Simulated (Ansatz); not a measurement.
The system is Ge.

```
CELL_PARAMETERS angstrom
1.48805 -2.59469 0.00000
1.48805 2.59469 0.00000
0.00000 0.00000 4.72760
ATOMIC_POSITIONS crystal
Ge 0.33345 0.66655 0.25000
Ge 0.66655 0.33345 0.75000
```

This isn't the form of Ge at room conditions, which is diamond.

```yaml
Program: Ansatz 0.2.0
Task: relaxation of cell and atoms
Functional: RPBE
Dispersion: D3(BJ)
Potentials_or_basis: Ansatz PAW
Cutoff: "420 eV (not typed: the program's choice for these potentials)"
k_mesh: 10 × 10 × 6
Occupations: fermi-dirac, width 0.05 eV
Spin: no spin polarisation
```

At the start: volume 18.25 Å³/atom.

Question: How do energy, volume and symmetry change on relaxing?

Answer: It ends after 8 steps and the volume is 15.36 Å³/atom (-15.9 %); space group Cmcm (No. 63, to 0.05 Å).

Step by step:
```tsv
step	energy change (eV)	largest force (eV/Å)	volume (Å³)
1	0.0000	0.0025	36.51
2	-0.3013	0.0126	31.81
3	-0.3196	0.0345	30.29
4	-0.3253	0.0389	30.78
5	-0.3260	0.0292	30.80
6	-0.3273	0.0005	30.75
7	-0.3273	0.0009	30.72
8	-0.3259	0.0009	30.72
```

Final structure:
```yaml
crystal:
  lattice:
    - [1.36886, -2.44883, 0.00000]
    - [1.36886, 2.44883, 0.00000]
    - [0.00000, 0.00000, 4.58171]
  atoms:
    - { symbol: Ge, position: [0.34820, 0.65180, 0.25000] }
    - { symbol: Ge, position: [0.65180, 0.34820, 0.75000] }
```

Caveat: the volume moved by over 15 % at a fixed basis, so the end points are rough; the plane-wave basis is chosen anew once the cell has moved, so the energies of steps on either side of that aren't comparable; pairwise dispersion overbinds metals, which lowers pressure and volume; the PAW data sets come from PBE, with cores solved anew for the run's functional, which leaves a small shift of forces and pressure.
